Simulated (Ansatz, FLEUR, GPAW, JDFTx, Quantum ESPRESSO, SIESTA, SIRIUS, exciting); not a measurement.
One calculation of BN, 11 ways

```xyz
2
Lattice="0.0000 1.8130 1.8130 1.8130 0.0000 1.8130 1.8130 1.8130 0.0000" Properties=species:S:1:pos:R:3 pbc="T T T"
N     0.9065    0.9065    0.9065
B     0.0000    0.0000    0.0000
```

The cell is a database's computed one, not the measured one.

Alike in all runs: task band structure; functional LDA; k mesh 13 × 13 × 13; occupations fermi-dirac, width 0.05 eV; no spin polarisation; no spin-orbit coupling. LDA stands for any of its common fits. Pressure is positive in compression and, in plane waves, holds the error of the finite cutoff. Gaps are the smaller of the mesh's and the band path's.

```tsv
program and potentials	plane-wave cutoff (eV)	notes	band gap (eV)	pressure (GPa)
Quantum ESPRESSO, SG15 PBE 1.2	1197	potentials made for PBE	4.23	-4.45
Quantum ESPRESSO, GBRV 1.5 LDA	612	-	4.34	-12.95
JDFTx, SG15-PBE-1.2 with smoothed tails	1361	potentials made for PBE	4.23	-
SIRIUS, PseudoDojo 0.4.1 PBE standard (scalar relativistic)	1152	potentials made for PBE	4.26	-6.53
FLEUR, all-electron, FLAPW	-	-	4.34	-
JDFTx, PseudoDojo-SR-LDA-0.4.1-standard with smoothed tails	1143	-	4.41	-
GPAW, the program's PAW data sets (release 1.2.1) made for this functional	800	-	4.35	-15.48
exciting, all-electron LAPW+lo, shipped species files, valence relativity iora*	-	-	4.34	-
SIESTA, files PseudoDojo sr-lda-0.4.1-standard, DZP (energy shift 0.003 Ry)	-	atomic basis	4.44	-10.90
Quantum ESPRESSO, PseudoDojo 0.4.1 SR LDA standard	1143	-	4.41	-13.90
Ansatz, all-electron LAPW, scalar-relativistic	-	-	4.34	-14.10
```

The band gap spans 4.23 (Quantum ESPRESSO, SG15 PBE 1.2) to 4.44 eV (SIESTA, files PseudoDojo sr-lda-0.4.1-standard, DZP (energy shift 0.003 Ry)), with all-electron results at 4.34. The pressure spans -15.48 (GPAW, the program's PAW data sets (release 1.2.1) made for this functional) to -4.45 GPa (Quantum ESPRESSO, SG15 PBE 1.2), with all-electron results at -14.10. The cell lies far from this level's equilibrium. The pressure on the cell as given of Quantum ESPRESSO, SG15 PBE 1.2 lies far from the others; the cause wasn't traced. The paths' points differ, which is worth about 0.01 eV. Rows in atomic bases carry the error of their basis and grid, which can be large.

The functional is the same throughout but for its coding, so the spread measures potentials, basis and numerics; runs on potential files found faulty are left out.
